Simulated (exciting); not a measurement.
# TaN (Fm-3m) in exciting: reference runs

How does TaN come out in PBEsol? The cell is run as given.

All numbers are computed with exciting (release sodium); they aren't measurements. Logs are shortened: lines on timing, memory, paths and dates and some standing lists are left out, and cuts for length are marked.

### 1 The structure

Symmetry: Fm-3m, No. 225, cubic system. Conventional cell: a = 4.358 Å, b = 4.358 Å, c = 4.358 Å, α = 90.00°, β = 90.00°, γ = 90.00°. Around Ta (site symmetry m-3m) lie 6 N at 2.18 Å. N (site symmetry m-3m) is surrounded by 6 Ta at 2.18 Å.

### 2 Single point, PBEsol

Contents of input.xml:

```xml
<input>
  <title>TaN</title>
  <structure speciespath="./" tshift="false">
    <crystal scale="1">
      <basevect>0.000000000000 4.117715701101 4.117715701101</basevect>
      <basevect>4.117715701101 0.000000000000 4.117715701101</basevect>
      <basevect>4.117715701101 4.117715701101 0.000000000000</basevect>
    </crystal>
    <species speciesfile="Ta.xml" rmt="2.3">
      <atom coord="0.500000000000 0.500000000000 0.500000000000"/>
    </species>
    <species speciesfile="N.xml" rmt="1.45">
      <atom coord="0.000000000000 0.000000000000 0.000000000000"/>
    </species>
  </structure>
  <groundstate do="fromscratch" ngridk="10 10 10" rgkmax="7.5" gmaxvr="14" lmaxapw="10" lmaxmat="10" lmaxvr="8" xctype="GGA_PBE_SOL" stype="Fermi Dirac" swidth="0.00183747" nempty="14" ValenceRelativity="iora*" epsengy="1e-05" epspot="1e-05" maxscl="60" tforce="true" outputlevel="normal"/>
</input>
```

Potentials or basis: all-electron LAPW+lo, shipped species files, valence relativity iora*.

Started as:

```sh
$ OMP_NUM_THREADS=1 exciting_smp
```

INFO.OUT:

```text
================================================================================
EXCITING SODIUM started
All units are atomic (Hartree, Bohr, etc.)
================================================================================

********************************************************************************
* Ground-state run starting from atomic densities                              *
********************************************************************************

++++++++++++++++++++++++++++++++++++++++++++++++++++++++++++++++++++++++++++++++
+ Starting initialization                                                      +
++++++++++++++++++++++++++++++++++++++++++++++++++++++++++++++++++++++++++++++++

 Lattice vectors (cartesian) :
      0.0000000000      4.1177157011      4.1177157011
      4.1177157011      0.0000000000      4.1177157011
      4.1177157011      4.1177157011      0.0000000000

 Reciprocal lattice vectors (cartesian) :
     -0.7629454974      0.7629454974      0.7629454974
      0.7629454974     -0.7629454974      0.7629454974
      0.7629454974      0.7629454974     -0.7629454974

 Unit cell volume                           :     139.6365373463
 Brillouin zone volume                      :       1.7763990583

 Species :    1 (Ta)
     parameters loaded from                 :    Ta.xml
     name                                   :    tantalum
     nuclear charge                         :     -73.00000000
     electronic charge                      :      73.00000000
     atomic mass                            :  329847.84330000
     muffin-tin radius                      :       2.30000000
     # of radial points in muffin-tin       :     450

     atomic positions (lattice) :
       1 :   0.50000000  0.50000000  0.50000000

 Species :    2 (N)
     parameters loaded from                 :    N.xml
     name                                   :    nitrogen
     nuclear charge                         :      -7.00000000
     electronic charge                      :       7.00000000
     atomic mass                            :   25532.72506000
[... 68 lines left out ...]
++++++++++++++++++++++++++++++++++++++++++++++++++++++++++++++++++++++++++++++++
 Total energy                               :    -15657.20616345
 _______________________________________________________________
 Fermi energy                               :         0.61523441
 Kinetic energy                             :     17602.76363540
 Coulomb energy                             :    -32940.38035933
 Exchange energy                            :      -314.34381694
 Correlation energy                         :        -5.24562258
[... 531 lines left out ...]
 RMS change in effective potential (target) :  0.233005E-07  ( 0.100000E-04)
 Absolute change in total energy   (target) :  0.113904E-05  ( 0.100000E-04)
 Charge distance                   (target) :  0.223313E-08  ( 0.100000E-04)
 Abs. change in max-nonIBS-force   (target) :   0.00000      ( 0.500000E-04)

++++++++++++++++++++++++++++++++++++++++++++++++++++++++++++++++++++++++++++++++
| Convergency criteria checked for the last 2 iterations                       +
| Convergence targets achieved. Performing final SCF iteration                 +
++++++++++++++++++++++++++++++++++++++++++++++++++++++++++++++++++++++++++++++++
 Total energy                               :    -15676.11298555
 _______________________________________________________________
 Fermi energy                               :         0.63855001
 Kinetic energy                             :     17589.47574465
 Coulomb energy                             :    -32945.87328145
 Exchange energy                            :      -314.45659339
 Correlation energy                         :        -5.25885536

 DOS at Fermi energy (states/Ha/cell)       :        18.78655329

 Electron charges :
     core                                   :        48.00000000
     core leakage                           :         0.00001682
     valence                                :        32.00000000
     interstitial                           :         4.14972030
     charge in muffin-tin spheres :
                  atom     1    Ta          :        70.33626221
                  atom     2     N          :         5.51401749
     total charge in muffin-tins            :        75.85027970
     total charge                           :        80.00000000

++++++++++++++++++++++++++++++++++++++++++++++++++++++++++++++++++++++++++++++++
+ Self-consistent loop stopped                                                 +
++++++++++++++++++++++++++++++++++++++++++++++++++++++++++++++++++++++++++++++++
 STATE.OUT is written

--------------------------------------------------------------------------------
- Writing atomic positions and forces                                          -
--------------------------------------------------------------------------------

 Atomic positions (lattice) :
 atom     1  Ta  :     0.50000000    0.50000000    0.50000000
 atom     2   N  :     0.00000000    0.00000000    0.00000000

 Total atomic forces including IBS (cartesian) :
 atom     1  Ta  :    -0.00000000   -0.00000000    0.00000000
 atom     2   N  :     0.00000000    0.00000000    0.00000000

 Atomic force components including IBS (cartesian) :
 atom     1  Ta  :     0.00000000   -0.00000000   -0.00000000   HF force
                 :     0.00000000   -0.00000000   -0.00000000   core correction
                 :     0.00000000   -0.00000000   -0.00000000   IBS correction
 atom     2   N  :    -0.00000000    0.00000000    0.00000000   HF force
                 :    -0.00000000    0.00000000    0.00000000   core correction
                 :     0.00000000    0.00000000    0.00000000   IBS correction

********************************************************************************
* Groundstate module stopped                                                   *
********************************************************************************

--------------------------------------------------------------------------------
- CAUTION! Warnings have been written in file WARNING.OUT !                    -
--------------------------------------------------------------------------------
================================================================================
| EXCITING SODIUM stopped                                                      =
================================================================================
```

WARNINGS.OUT:

```text
Inversion symmetry is present. Consider using input%groundstate%solver%type = "inversionsymmetry"
```

It took 2.9 min on 1 thread of Arm Neoverse V1, shared host; peak memory 0.12 GiB.

Results:

| Property | Result |
| --- | --- |
| Free energy | -426568.7710 eV |
| Band gap on the k mesh | none (metal or under the smearing width) |
| All electrons inside the program's atomic spheres | Ta 70.34; N 5.51 (radii Ta 2.3, N 1.45 bohr) |

Caveat: the log's total energy holds no entropy term; the free energy is that total less TS from the occupations. Spin-orbit coupling is left out, which matters for the levels of Ta.
